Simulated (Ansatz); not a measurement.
**GaSb (model cell, started as rocksalt type): relaxing the cell for a phonon run**

Aim: bring GaSb (model cell, started as rocksalt type) to small forces and stress, as phonons need.

Main program and level: Ansatz 0.2.0; DFT LDA, scalar-relativistic, plane waves, PAW.

The structure was built from a prototype and need not be the compound's stable phase.

## 1. Set-up

It takes space group Fm-3m (No. 225, cubic). The conventional cell has a = 5.740 Å, b = 5.740 Å, c = 5.740 Å, α = 90.00°, β = 90.00°, γ = 90.00°. Nearest to Ga lie 6 Sb at 2.87 Å. Nearest to Sb lie 6 Ga at 2.87 Å. Farther neighbours are not listed.

Structure file:

```cif
data_structure
_symmetry_space_group_name_H-M 'Fm-3m'
_symmetry_Int_Tables_number 225
_cell_length_a 5.7400
_cell_length_b 5.7400
_cell_length_c 5.7400
_cell_angle_alpha 90.000
_cell_angle_beta 90.000
_cell_angle_gamma 90.000
_cell_volume 189.12
loop_
_atom_site_label
_atom_site_type_symbol
_atom_site_symmetry_multiplicity
_atom_site_Wyckoff_symbol
_atom_site_fract_x
_atom_site_fract_y
_atom_site_fract_z
_atom_site_occupancy
Ga1 Ga 4 a 0.00000 0.00000 0.00000 1
Sb1 Sb 4 b 0.50000 0.00000 0.00000 1
```

## 2. A coarse first look

First a cheap look: the gap decides the mesh and the occupations, the pressure tells how far the cell has to move.

input.yaml reads:

```yaml
crystal:
  lattice:
    - [0.0, 2.87, 2.87]
    - [2.87, 0.0, 2.87]
    - [2.87, 2.87, 0.0]
  atoms:
    - { symbol: Ga, position: [0.0, 0.0, 0.0] }
    - { symbol: Sb, position: [0.5, 0.5, 0.5] }
kpoints:
  mp_grid: { grid: [6, 6, 6] }
hamiltonian:
  xc: lda
scf:
  occupations: { method: gaussian, width: 0.1 }
output:
  forces: true
  stress: true
  eigenvalues: true
```

The run is started by

```
$ ansatz run input.yaml --threads 4 --pin off --max-ram 7168MiB --backend cpu --events-out ev --progress --plain --runs-dir out
```

Numbers of over 12 decimals in the logs are rounded to 6 here.

The log of the run:

```text
Engine: ansatz 0.2.0, x86_64-unknown-linux-gnu
Pseudopotentials: kind: paw
Pseudopotential: Ga, paw, valence charge 13, recommended cutoff 420 eV (normal), Ga.paw.azcp
Pseudopotential: Sb, paw, valence charge 15, recommended cutoff 420 eV (normal), Sb.paw.azcp
Functional definition: SPW92
  exchange = slater_x
  correlation = pw_c
Crystal: 2 atoms, lattice volume = 47.280 Å³
Basis set: ecut = 420 eV, 941 PW (Γ)
[...]
--- Band table (eV; the first three rows and the last of 16) ---
  k-point 0: bands = [... 10 lower, -2.2495, 9.5287, 9.8979, 9.8979, 9.8979, 15.9562, 15.9562, 15.9562]
  k-point 1: bands = [... 10 lower, -1.8954, 6.7849, 9.9001, 9.9001, 11.6654, 14.4929, 14.4929, 14.8898]
  k-point 2: bands = [... 10 lower, -0.8801, 3.9472, 10.0404, 10.0404, 12.1378, 12.7429, 12.7429, 13.4795]
  k-point 15: bands = [... 10 lower, 1.0399, 4.1665, 5.0967, 6.3632, 10.2318, 14.7501, 14.9247, 18.7735]
[key lines of the parts left out:]
SCF converged after 6 iterations
Free energy (F): -10042.679520 eV
Fermi energy:    9.923285 eV
P = ⅓ Tr σ = -2.8054 GPa (-28.054 kbar)
```

It took 1.1 s on 4 threads of AMD EPYC 9R45 (Zen 5), shared host; peak memory 0.36 GiB.

Numbers from this step:

```
pressure          : -2.805 GPa
volume per atom   : 23.64 Å³
gap on the k-mesh : 0 eV
```

The coarse mesh shows no gap and a pressure of -2.8 GPa.

## 3. Bringing the structure to rest

Harmonic phonons are second derivatives at a point where the forces vanish, and they are wanted at zero stress, so atoms and cell are relaxed first.

input.yaml, the sections that differ from step 2:

```yaml
kpoints:
  mp_grid: { grid: [12, 12, 12] }
relax:
  adjacent_minimum: "off"
  f_tol: 0.005
  max_steps: 80
  cell: { stress_tol: 0.05 }
# crystal, hamiltonian, scf, output: as in step 2
```

The log of the run:

```text
[...]
Crystal: 2 atoms, lattice volume = 47.280 Å³
Basis set: ecut = 420 eV, 941 PW (Γ)
Bands: 18, of which v1, the nominal top of the filled ones, is band 14 counted from 1 (13 counted from 0)
Symmetry: 48 space group operations
[...]
k-points: 72 of 1728
[...]
SCF iter   1: F=—  HF=-10042.726846 eV  |F-HF|=—  |Δ(HF+E_count)|=         —  Δρ=6.57e-3  dr2=7.29e-3  ethr=1.77e-3  ⟨swp⟩=5.4  Hψ=6223  notcnv=0
[...]
SCF iter   7: F=-10042.722622 eV  HF=-10042.722622 eV  |F-HF|=1.78e-8  |Δ(HF+E_count)|=   2.78e-8  Δρ=6.14e-6  dr2=1.78e-8  ethr=3.57e-10  ⟨swp⟩=5.6  Hψ=5444  notcnv=0
SCF 1 converged in 7 iterations: F = -10042.722622 eV  dr2 = 1.78e-8
[...]
relax step   1: F+E_penalty+E_count = -10042.72262184 eV  Δ(F+E_penalty+E_count) = +0.000e0 eV  max|allowed force component| = 2.697e-29 eV/Å  Δτ_max = 0.0000 Å  P = -3.015 GPa  Ω = 47.280 Å³  (7 SCF iters, dr2 threshold 1.00e-7 eV, accepted)
Crystal: 2 atoms, lattice volume = 43.595 Å³
Basis set: ecut = 420 eV, 869 PW (Γ)
[...]
iter 1 solved again at ethr=6.07e-6 eV; its pass at ethr=3.10e-3 eV (dr2=1.70e-3 eV) is discarded
[...]
SCF iter   6: F=-10042.736254 eV  HF=-10042.736254 eV  |F-HF|=5.32e-8  |Δ(HF+E_count)|=   4.95e-7  Δρ=1.70e-5  dr2=1.51e-7  ethr=7.14e-10  ⟨swp⟩=5.9  Hψ=5768  notcnv=0
SCF 2 converged in 6 iterations: F = -10042.736254 eV  dr2 = 1.51e-7
relax step   2: F+E_penalty+E_count = -10042.73625370 eV  Δ(F+E_penalty+E_count) = -1.363e-2 eV  max|allowed force component| = 3.524e-29 eV/Å  Δτ_max = 0.0000 Å  P = +2.339 GPa  Ω = 43.595 Å³  energy of the carried Pulay correction = +8.142e-4 eV  (6 SCF iters, dr2 threshold 2.00e-7 eV, accepted)
Crystal: 2 atoms, lattice volume = 45.132 Å³
Basis set: ecut = 420 eV, 893 PW (Γ)
[...]
SCF iter   6: F=-10042.745640 eV  HF=-10042.745640 eV  |F-HF|=2.58e-8  |Δ(HF+E_count)|=   9.24e-8  Δρ=8.23e-6  dr2=4.38e-8  ethr=7.14e-10  ⟨swp⟩=5.0  Hψ=5189  notcnv=0
SCF 3 converged in 6 iterations: F = -10042.745640 eV  dr2 = 4.38e-8
relax step   3: F+E_penalty+E_count = -10042.74564005 eV  Δ(F+E_penalty+E_count) = -9.386e-3 eV  max|allowed force component| = 3.469e-29 eV/Å  Δτ_max = 0.0000 Å  P = -0.224 GPa  Ω = 45.132 Å³  energy of the carried Pulay correction = +4.667e-4 eV  (6 SCF iters, dr2 threshold 2.00e-7 eV, accepted)
[...]
relax step   4: F+E_penalty+E_count = -10042.74577387 eV  Δ(F+E_penalty+E_count) = -1.338e-4 eV  max|allowed force component| = 1.788e-29 eV/Å  Δτ_max = 0.0000 Å  P = -0.013 GPa  Ω = 44.993 Å³  energy of the carried Pulay correction = +4.976e-4 eV  (3 SCF iters, dr2 threshold 1.25e-7 eV, accepted)
[...]
SCF iter   7: F=-10042.745258 eV  HF=-10042.745258 eV  |F-HF|=3.64e-12  |Δ(HF+E_count)|=  3.64e-12  Δρ=6.38e-8  dr2=1.68e-12  ethr=1.00e-12  ⟨swp⟩=5.8  Hψ=5413  notcnv=0
SCF 5 converged in 7 iterations: F = -10042.745258 eV  dr2 = 1.68e-12
relax step   5: F+E_penalty+E_count = -10042.74525753 eV  Δ(F+E_penalty+E_count) = +5.163e-4 eV  max|allowed force component| = 1.121e-29 eV/Å  Δτ_max = 0.0000 Å  P = -0.012 GPa  Ω = 44.993 Å³  stress off target by 1.19e-2 GPa  SCF on the basis re-selected at this cell (its energy is not comparable with the rows above)  (7 SCF iters)
basis re-selected at this cell: Δ(F+E_penalty+E_count) = +5.163e-4 eV, ΔP = +0.001 GPa vs the last step (what re-selecting the basis moved, of the pressure what is left beyond the Pulay correction that the steps carried, after the strain that the cell walked since its last selection, with what the two solves' SCF thresholds leave and, on support functions, any second-order correction that the steps lacked; it is no measure of the basis error at this ecutwfc). The dense FFT grid was sized anew with the basis: this SCF ran on 27×27×27 points, the steps before it on 30×30×30, so part of this shift can come from that change (see relax.cell in the input reference). [rest of the remark cut]
SCF converged after 7 iterations
Free energy (F): -10042.745258 eV
[...]
Internal energy: -10042.739570 eV  (E = F + TS)
E sigma→0 (E₀):  -10042.742414 eV
Entropy (-TS):   -0.005688 eV (-2.844 meV/atom)
Fermi energy:    10.514966 eV
[...]
--- Stress (GPa, compression-positive) ---
       -0.011938      -0.000000      -0.000000
       -0.000000      -0.011938      -0.000000
       -0.000000      -0.000000      -0.011938
  P = ⅓ Tr σ = -0.0119 GPa (-0.119 kbar)
--- Band table (eV; the first three rows and the last of 72) ---
  k-point 0: bands = [... 10 lower, -1.8876, 10.6419, 10.6419, 10.6419, 10.7145, 16.9000, 16.9000, 16.9000]
  k-point 1: bands = [... 10 lower, -1.7941, 9.1651, 10.6378, 10.6378, 11.9290, 16.3576, 16.3576, 16.5025]
  k-point 2: bands = [... 10 lower, -1.5152, 7.5660, 10.6405, 10.6405, 12.7015, 15.3578, 15.3578, 15.8166]
  k-point 71: bands = [... 10 lower, 1.7742, 4.4401, 6.1483, 6.1483, 12.8203, 13.9248, 17.3978, 17.3978]
--- Relaxed structure (4 steps of the walk, 4 accepted, 1 SCFs on fresh bases) ---
  F+E_penalty+E_count = -10042.74525753 eV   max|allowed force component| = 1.121e-29 eV/Å   (the final SCF, on the basis selected at the relaxed cell)
  cell:  # Å, volume = 44.9930 Å³
    - [0, 2.822961, 2.822961]
    - [2.822961, 0, 2.822961]
    - [2.822961, 2.822961, 0]
  atoms:
    - { symbol: Ga, position: [0, 0, 0] }
    - { symbol: Sb, position: [0.5, 0.5, 0.5] }
```

Wall time 2.2 s (4 threads); peak memory 0.47 GiB.

The steps of the relaxation:

```tsv
step	energy less that of the first step (eV)	largest force component (eV/Å)	pressure (GPa)	volume (Å³)
1	0.0000	0.0000	-3.01	47.28
2	-0.0136	0.0000	2.34	43.59
3	-0.0230	0.0000	-0.22	45.13
4	-0.0232	0.0000	-0.01	44.99
5*	-0.0226	0.0000	-0.01	44.99
```

Relaxation steps marked * repeat the geometry before them on a plane-wave basis chosen anew for their cell, so energy and pressure can jump there.

Forces are held to the 48 operations that the run works with; a distortion that breaks them can't arise in this run.

```tsv
conventional cell, symmetrised	before	after	change
a (Å)	5.740	5.646	-1.6 %
b (Å)	5.740	5.646	-1.6 %
c (Å)	5.740	5.646	-1.6 %
volume (Å³/atom)	23.64	22.50	-4.8 %
```

Final coordinates:

```xyz
2
Lattice="0.0000 2.8230 2.8230 2.8230 0.0000 2.8230 2.8230 2.8230 0.0000" Properties=species:S:1:pos:R:3 pbc="T T T"
Ga    0.0000    0.0000    0.0000
Sb    2.8230    2.8230    2.8230
```

This step gave:

| Quantity | Value |
| --- | --- |
| pressure | -0.01194 GPa |
| volume per atom | 22.50 Å³ |

In this step the volume went from 23.64 to 22.50 Å³/atom.

## 4. Tight relaxation

Phonons need a cell at rest on their own settings, so the relaxation is repeated with tight tolerances on forces and stress, using the mesh and the filling of the phonon run that follows.

input.yaml, the sections that differ from step 3:

```yaml
crystal:
  lattice:
    - [0.0, 2.8229614373, 2.8229614373]
    - [2.8229614373, 0.0, 2.8229614373]
    - [2.8229614373, 2.8229614373, 0.0]
  atoms:
    - { symbol: Ga, position: [0.0, 0.0, 0.0] }
    - { symbol: Sb, position: [0.5, 0.5, 0.5] }
scf:
  occupations: { method: methfessel_paxton, width: 0.15 }
relax:
  adjacent_minimum: "off"
  f_tol: 0.001
  max_steps: 60
  cell: { stress_tol: 0.01 }
# kpoints, hamiltonian, output: as in step 3
```

The log of the run:

```text
[...]
Crystal: 2 atoms, lattice volume = 44.993 Å³
Basis set: ecut = 420 eV, 893 PW (Γ)
Bands: 18, of which v1, the nominal top of the filled ones, is band 14 counted from 1 (13 counted from 0)
Symmetry: 48 space group operations
[...]
k-points: 72 of 1728
[...]
k-point 71: bands = [... 10 lower, 1.7801, 4.4441, 6.1523, 6.1523, 12.8279, 13.9313, 17.4043, 17.4043]
--- Relaxed structure (3 steps of the walk, 3 accepted, 1 SCFs on fresh bases) ---
[...]
cell:  # Å, volume = 44.9753 Å³
    - [0, 2.822591, 2.822591]
    - [2.822591, 0, 2.822591]
    - [2.822591, 2.822591, 0]
  atoms:
    - { symbol: Ga, position: [0, 0, 0] }
    - { symbol: Sb, position: [0.5, 0.5, 0.5] }
[key lines of the parts left out:]
SCF converged after 6 iterations
Free energy (F): -10042.742224 eV
Fermi energy:    10.525135 eV
P = ⅓ Tr σ = 0.0000 GPa (0.000 kbar)
```

Elapsed: 1.6 s, on 4 threads; peak memory 0.45 GiB.

Little changed from the start: no atom moved by 0.005 Å and no cell edge by 0.1 %.

This step gave:

```
pressure        : 1.92e-5 GPa
volume per atom : 22.49 Å³
```

The forces vanish by symmetry and the pressure is 0.000 GPa, within the tolerances set. The cell now holds 22.49 Å³/atom.

## 5. Outcome

| Property | Result |
| --- | --- |
| space group after relaxation (within 0.01 Å) | Fm-3m |
| lattice constant a | 5.645 Å |
| lattice constant b | 5.645 Å |
| lattice constant c | 5.645 Å |
| volume per atom | 22.5 Å³ |

In words: The forces vanish by symmetry and the pressure is 0.000 GPa, within the tolerances set. The cell now holds 22.49 Å³/atom. The relaxation keeps the symmetry of its start, so it says nothing on stability against lower symmetry. Spin-orbit coupling is left out, which can matter for the heavy elements here. The starting cell was built on a prototype and not taken from a measurement, so the phase need not exist.

[Logs are printed without paths, hosts, clocks, repeated set-up lines and the standing remarks that a program may print on its own settings, such as how far it seeks lower states.]

[Hosts, paths, dates, database ids (printed as entryN), source tags and the programs' standing remarks are cut or masked in the printed files.]
